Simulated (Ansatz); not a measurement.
**SnSe: parities and Z2 indices — Ansatz, plane waves and PAW**

Space group Fm-3m (No. 225), 2 atoms in the cell of the first input below: a = 4.257 Å, b = 4.257 Å, c = 4.257 Å, α = 60.00°, β = 60.00°, γ = 60.00°.

The structure is a measured one, not always of the ambient phase, taken without relaxation (pressure 1.0 GPa with this functional, without spin–orbit coupling). Functional: PBE.

Input:

```yaml
crystal:
  lattice:
    - [0.0, 3.0099999632, 3.0099999632]
    - [3.0099999632, 0.0, 3.0099999632]
    - [3.0099999632, 3.0099999632, 0.0]
  atoms:
    - { symbol: Sn, position: [0.0, 0.0, 0.0] }
    - { symbol: Se, position: [0.5, 0.5, 0.5] }
basis:
  ecutwfc: 420
  ecutrho_ratio: 4
kpoints:
  mp_grid: { grid: [6, 6, 6] }
hamiltonian:
  xc: pbe
scf:
  occupations: { method: gaussian, width: 0.05 }
output:
  forces: true
  stress: true
  eigenvalues: true
  populations: true
  topological_invariants: true
magnetization:
  noncollinear: true
  spin_orbit: true
```

```bash
ansatz run input.yaml --threads 4 --pin off --max-ram 9216MiB --backend cpu --events-out ev --progress --plain --runs-dir out
```

Time: 42 s on 4 threads of Arm Neoverse V2, with other jobs on the host, peak memory 1 GiB.

Without spin–orbit coupling the gap on a 10×10×10 mesh is 0.50 eV. With it, in a separate run (self-consistent on 8×8×8, bands on 14×14×14), a gap of 0.31 eV parts the filled from the empty bands, against 0.64 eV on its self-consistent mesh (a gap on a mesh is an upper bound, as the edges may lie between its points, so gaps on unlike meshes don't measure the coupling's effect alone). The indices are those of the lowest 30 bands, and their direct separation from the next band is open.

Odd-parity bands among them at the eight time-reversal-invariant momenta (inversion centre at 0.000 0.000 0.000):

```json
{"k": "0.0 0.0 0.0", "odd bands": "6"}
{"k": "0.0 0.0 0.5", "odd bands": "14"}
{"k": "0.0 0.5 0.0", "odd bands": "14"}
{"k": "0.0 0.5 0.5", "odd bands": "6"}
{"k": "0.5 0.0 0.0", "odd bands": "14"}
{"k": "0.5 0.0 0.5", "odd bands": "6"}
{"k": "0.5 0.5 0.0", "odd bands": "6"}
{"k": "0.5 0.5 0.5", "odd bands": "14"}
```

Problem. What are the Z2 indices by the rule of Fu and Kane?

Solution. Each Kramers pair counts once, so δ = (−1)^(odd bands / 2): −, −, −, −, −, −, −, −. The product of all eight gives ν0, the products over the planes k_i = 1/2 the weak indices: (0;000). The Wilson-loop planes give (0;000).

Problem. The cell is scaled in volume by 0.96 and 1.05 with the atoms carried along. Do the indices change?

Solution. No.

```
volume ratio  pressure with spin–orbit coupling (GPa)  smallest direct separation sampled (eV)            at k  separation       Z2
        0.96                                      2.9                                    0.214  0.01 0.06 0.55        open  (0;000)
        1.00                                      0.6                                    0.204  0.05 0.06 0.51        open  (0;000)
        1.05                                     -1.7                                    0.180  0.48 0.48 0.52        open  (0;000)
```

Caveats: Kohn–Sham gaps are too small; Z2 indices don't see topology that rests on crystal symmetry, and an even number of inversions cancels.
